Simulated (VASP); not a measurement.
# LiH in VASP: one cell, several levels of theory, part 2 of 2

VASP 6.6.1, plane waves, PAW. Earlier steps stand in the parts before.

## 3. r2SCAN

The input, INCAR:

```
ENCUT = 520.000000
SIGMA = 0.020000
EDIFF = 1.00e-07
ALGO = Normal
METAGGA = R2SCAN
PREC = Accurate
IBRION = -1
ISIF = 2
ISMEAR = -1
NBANDS = 9
NELM = 120
NSW = 0
LASPH = .TRUE.
LCHARG = .TRUE.
LELF = .TRUE.
LWAVE = .FALSE.
LREAL = .FALSE.
```

The input, KPOINTS:

```
KPOINTS created by Atomic Simulation Environment
0
Gamma
10 10 10
0 0 0
```

The input, POSCAR:

```
Li H
 1.0000000000000000
     0.0003000000000000    1.9814000000000001    1.9413000000000000
     1.9904999999999999   -0.0103000000000000    1.9519000000000000
     1.9797000000000000    1.9812000000000001    0.0005000000000000
 Li  H
   1   1
Cartesian
  0.0363004200000000  1.9380382399999998  1.9269129199999999
  1.9737682500000000  1.9680274200000001  1.9501473100000000
```

Command:

```sh
mpirun -np 1 vasp_std
```

Standard output, without the iteration lines:

```text
POSCAR found type information on POSCAR LiH
 POSCAR found :  2 types and       2 ions
 -----------------------------------------------------------------------------
|                                                                             |
|                                                                             |
|     You enforced a specific xc type in the INCAR file but a different       |
|     I HOPE YOU KNOW WHAT YOU ARE DOING!                                     |
|                                                                             |
 -----------------------------------------------------------------------------

 LDA part: xc-table for (None), standard interpolation
 POSCAR, INCAR and KPOINTS ok, starting setup
 FFT: planning ... GRIDC
 FFT: planning ... GRID_SOFT
 FFT: planning ... GRID
 WAVECAR not read
 entering main loop
```

OSZICAR:

```text
N       E                     dE             d eps       ncg     rms          rms(c)
DAV:   1    -0.183351570796E+01   -0.18335E+01   -0.15467E+03  9185   0.430E+02
DAV:   2    -0.732699131634E+01   -0.54935E+01   -0.54274E+01 12919   0.639E+01
DAV:   3    -0.741345115354E+01   -0.86460E-01   -0.86415E-01 10965   0.649E+00
DAV:   4    -0.741394241754E+01   -0.49126E-03   -0.49120E-03 12713   0.429E-01
DAV:   5    -0.741394473855E+01   -0.23210E-05   -0.23210E-05 11093   0.199E-02    0.277E+00
DAV:   6    -0.687474343300E+01    0.53920E+00   -0.15894E-01 10963   0.271E+00    0.163E+00
DAV:   7    -0.680894868054E+01    0.65795E-01   -0.19175E-01  9289   0.209E+00    0.288E-01
DAV:   8    -0.680935857186E+01   -0.40989E-03   -0.61309E-03 10761   0.540E-01    0.121E-01
DAV:   9    -0.680990588589E+01   -0.54731E-03   -0.10073E-03 11220   0.228E-01    0.220E-02
DAV:  10    -0.680988043415E+01    0.25452E-04   -0.47324E-05 10256   0.526E-02    0.395E-03
DAV:  11    -0.680987196425E+01    0.84699E-05   -0.33198E-06 10644   0.217E-02    0.123E-03
DAV:  12    -0.680986860495E+01    0.33593E-05   -0.40632E-07 10656   0.764E-03    0.534E-04
DAV:  13    -0.680986644534E+01    0.21596E-05   -0.82507E-07  9834   0.112E-02    0.225E-04
DAV:  14    -0.680986655221E+01   -0.10686E-06   -0.14358E-08  5388   0.148E-03    0.133E-04
DAV:  15    -0.680986677330E+01   -0.22109E-06   -0.48772E-09  5074   0.930E-04    0.246E-05
DAV:  16    -0.680986685488E+01   -0.81584E-07   -0.10271E-09  4973   0.376E-04
   1 F= -.68098669E+01 E0= -.68098669E+01  d E =-.137704E-11
```

From OUTCAR:

```text
k-points           NKPTS =    504   k-points in BZ     NKDIM =    504   number of bands    NBANDS=      9

   NELECT =       4.0000    total number of electrons

   dimension x,y,z NGX =    24 NGY =   24 NGZ =   24
   dimension x,y,z NGXF=    48 NGYF=   48 NGZF=   48

  energy-cutoff  :      520.00
  volume of cell :       15.35
      direct lattice vectors                 reciprocal lattice vectors
     0.000300000  1.981400000  1.941300000    -0.251951915  0.251695980  0.258262593
     1.990500000 -0.010300000  1.951900000     0.250518783 -0.250393599  0.255527080
     1.979700000  1.981200000  0.000500000     0.253279764  0.251721448 -0.256960212

 k-points in reciprocal lattice and weights: KPOINTS created by Atomic Simulation Env
   0.00000000  0.00000000  0.00000000       0.001
   0.10000000  0.00000000  0.00000000       0.002
   0.20000000  0.00000000  0.00000000       0.002
   0.30000000  0.00000000  0.00000000       0.002
   0.40000000  0.00000000  0.00000000       0.002
   0.50000000  0.00000000  0.00000000       0.001
   0.00000000  0.10000000 -0.00000000       0.002
   0.10000000  0.10000000 -0.00000000       0.002
[... 496 more k-points ...]

 E-fermi :   0.5406

 k-point     1 :       0.0000    0.0000    0.0000
  band No.  band energies     occupation
      1     -45.6440      2.00000
      2      -5.5946      2.00000
      3      18.1984      0.00000
      4      19.7508      0.00000
      5      20.1122      0.00000
      6      20.1621      0.00000
      7      24.2539      0.00000
      8      24.5290      0.00000
      9      24.6077      0.00000

 k-point     2 :       0.1000    0.0000    0.0000
  band No.  band energies     occupation
      1     -45.6388      2.00000
      2      -5.4103      2.00000
      3      16.3902      0.00000
      4      19.0088      0.00000
      5      19.3634      0.00000
      6      19.5842      0.00000
      7      24.2348      0.00000
      8      25.3144      0.00000
      9      25.5935      0.00000

 k-point     3 :       0.2000    0.0000    0.0000
  band No.  band energies     occupation
      1     -45.6252      2.00000
      2      -4.8723      2.00000
      3      12.7398      0.00000
      4      17.6084      0.00000
      5      18.7070      0.00000
      6      18.7798      0.00000
      7      24.9152      0.00000
      8      25.2273      0.00000
      9      25.7092      0.00000

 k-point     4 :       0.3000    0.0000    0.0000
  band No.  band energies     occupation
      1     -45.6085      2.00000
      2      -4.0488      2.00000
      3       9.3299      0.00000
      4      16.4260      0.00000
      5      18.3159      0.00000
      6      18.4070      0.00000
      7      22.5846      0.00000
      8      23.1793      0.00000
      9      27.0942      0.00000

 k-point     5 :       0.4000    0.0000    0.0000
  band No.  band energies     occupation
      1     -45.5949      2.00000
      2      -3.1547      2.00000
      3       6.8174      0.00000
      4      15.6554      0.00000
      5      18.2904      0.00000
      6      18.5469      0.00000
      7      20.8819      0.00000
      8      21.3258      0.00000
      9      29.1329      0.00000

 k-point     6 :       0.5000    0.0000    0.0000
  band No.  band energies     occupation
      1     -45.5896      2.00000
      2      -2.7133      2.00000
      3       5.8297      0.00000
      4      15.3912      0.00000
      5      18.4429      0.00000
      6      18.8222      0.00000
      7      20.1499      0.00000
      8      20.4738      0.00000
      9      30.3127      0.00000

 k-point     7 :       0.0000    0.1000   -0.0000
  band No.  band energies     occupation
      1     -45.6390      2.00000
      2      -5.4148      2.00000
      3      16.2099      0.00000
      4      18.8945      0.00000
      5      19.6031      0.00000
      6      19.6999      0.00000
      7      24.2688      0.00000
      8      25.5500      0.00000
      9      25.5671      0.00000

 k-point     8 :       0.1000    0.1000   -0.0000
  band No.  band energies     occupation
      1     -45.6368      2.00000
      2      -5.3442      2.00000
      3      16.6138      0.00000
      4      18.0209      0.00000
      5      18.0844      0.00000
      6      21.1904      0.00000
      7      21.6710      0.00000
      8      27.0549      0.00000
      9      27.3006      0.00000

 k-point     9 :       0.2000    0.1000    0.0000
  band No.  band energies     occupation
      1     -45.6259      2.00000
      2      -4.9079      2.00000
      3      13.9011      0.00000
      4      16.7008      0.00000
      5      16.8954      0.00000
      6      20.9795      0.00000
      7      21.8673      0.00000
      8      25.4211      0.00000
      9      28.3848      0.00000

 k-point    10 :       0.3000    0.1000   -0.0000
  band No.  band energies     occupation
      1     -45.6101      2.00000
      2      -4.1495      2.00000
      3      10.3859      0.00000
      4      15.3997      0.00000
      5      16.2061      0.00000
      6      20.1074      0.00000
      7      23.4727      0.00000
      8      24.3113      0.00000
      9      26.0523      0.00000

 k-point    11 :       0.4000    0.1000    0.0000
  band No.  band energies     occupation
      1     -45.5957      2.00000
      2      -3.2201      2.00000
      3       7.5291      0.00000
      4      14.3612      0.00000
      5      16.0808      0.00000
      6      19.0295      0.00000
      7      23.0897      0.00000
      8      24.0626      0.00000
      9      26.8389      0.00000

 k-point    12 :       0.5000    0.1000    0.0000
  band No.  band energies     occupation
      1     -45.5879      2.00000
      2      -2.5456      2.00000
      3       5.9675      0.00000
      4      13.7272      0.00000
      5      16.5273      0.00000
      6      18.1066      0.00000
      7      22.6369      0.00000
      8      23.4075      0.00000
      9      29.6203      0.00000

 k-point    13 :      -0.4000    0.1000   -0.0000
  band No.  band energies     occupation
      1     -45.5900      2.00000
      2      -2.7245      2.00000
      3       6.3479      0.00000
      4      13.5291      0.00000
      5      17.5278      0.00000
      6      17.6286      0.00000
      7      21.8128      0.00000
      8      24.3932      0.00000
      9      29.7958      0.00000

[... the tables of k-points 14 to 504 left out ...]

  Total        0.0974890      0.0800131      0.2443559      0.0276308      0.0208684     -0.0295529
  in kB       10.1764719      8.3522385     25.5073042      2.8842610      2.1783613     -3.0849058
  external PRESSURE =      14.6786716 kB  Pullay stress =       0.0000000 kB

 POSITION                                       TOTAL-FORCE (eV/Angst)
 -----------------------------------------------------------------------------------
      0.03630      1.93804      1.92691        -0.061282      0.041208      0.033112
      1.97377      1.96803      1.95015         0.061282     -0.041208     -0.033112
 -----------------------------------------------------------------------------------
    total drift:                               -0.003892     -0.003008      0.007025

  FREE ENERGIE OF THE ION-ELECTRON SYSTEM (eV)
  ---------------------------------------------------
  free  energy   TOTEN  =        -6.8098668549 eV

  energy  without entropy=       -6.8098668549  energy(sigma->0) =       -6.80986685
```

Hardware: 1 MPI rank of Intel Xeon 6975P-C, shared host.

Gap with r2SCAN: 3.37 eV, valence top at (0.50, 0.50, 0.00), conduction bottom at (0.50, 0.00, 0.50) among the points of the k mesh. Least direct gap: 3.53 eV. The pressure is 1.47 GPa, and the largest force is 0.081 eV/Å, on atom 1 (Li).

Density in a lattice plane of the grid's cell (edges 2.77 and 2.80 Å, at 0.016 of the third edge), which holds Li.

Ten even steps from ' ' (0.07 e/Å³) to '@' (9.78 e/Å³):
```
%%##++--..                              ..::++##
++++==::..                                ..::==
::::::....                                    ..
    ..                                          
                                                
                                                
                                                
                                                
                                                
                                                
                                                
                                                
                                                
                                                
                                                
                                          ....  
....                                  ..::::--::
==::..                                ..--==++++
##++::..                              ..--++##%%
@@##==::                                ::==##@@
```
Columns run along the first of these edges and rows up along the second, over one cell in 24 and 20 even steps from the bottom left corner. Atoms in the plane (fractional): Li at (0.98, 0.00).

ELF in the same plane.

Values, 12 rows by 12 columns:
```
0.98 0.95 0.56 0.07 0.03 0.10 0.16 0.13 0.06 0.03 0.29 0.80
0.59 0.69 0.37 0.05 0.03 0.13 0.25 0.27 0.18 0.07 0.03 0.23
0.01 0.04 0.03 0.01 0.03 0.14 0.32 0.41 0.37 0.21 0.06 0.02
0.03 0.02 0.02 0.02 0.04 0.13 0.29 0.42 0.46 0.36 0.19 0.07
0.07 0.06 0.06 0.07 0.08 0.12 0.20 0.33 0.41 0.39 0.27 0.14
0.10 0.11 0.15 0.18 0.15 0.12 0.13 0.19 0.26 0.28 0.24 0.15
0.08 0.11 0.19 0.27 0.26 0.19 0.12 0.10 0.10 0.11 0.11 0.09
0.04 0.07 0.16 0.27 0.32 0.27 0.14 0.06 0.03 0.02 0.03 0.03
0.01 0.03 0.08 0.20 0.28 0.28 0.16 0.05 0.02 0.02 0.05 0.03
0.43 0.09 0.03 0.08 0.17 0.20 0.15 0.04 0.02 0.17 0.59 0.69
0.95 0.57 0.09 0.03 0.08 0.12 0.12 0.05 0.03 0.26 0.84 0.96
0.96 0.92 0.39 0.02 0.04 0.09 0.10 0.06 0.03 0.14 0.73 0.98
```
Columns run along the first of these edges and rows up along the second, over one cell in 12 and 12 even steps from the bottom left corner. Atoms in the plane (fractional): Li at (0.98, 0.00).

Both are smooth fields of the valence electrons: close to the nuclei they are not physical.

Maxima of ELF outside the ion cores: 1.00 at H.

## 4. What came out

This closing draws on all 2 parts.

| level | gap (eV) | pressure (GPa) | largest force (eV/Å) | Ansatz: gap (eV) | Ansatz: pressure (GPa) | Ansatz: force (eV/Å) |
| --- | --- | --- | --- | --- | --- | --- |
| PBE | 2.76* | 1.65 | 0.074 | 2.76 | 1.93 | 0.074 |
| r2SCAN | 3.37* | 1.47 | 0.081 | 3.41 | 1.87 | 0.078 |

A star marks a gap among the mesh's points alone.

What this shows: The gap runs from 2.76 eV (PBE) to 3.37 eV (r2SCAN). Forces up to 0.08 eV/Å (r2SCAN) show atoms off their equilibrium places at that level; the least is 0.074 eV/Å (PBE). Each program uses its own PAW datasets and cutoff.
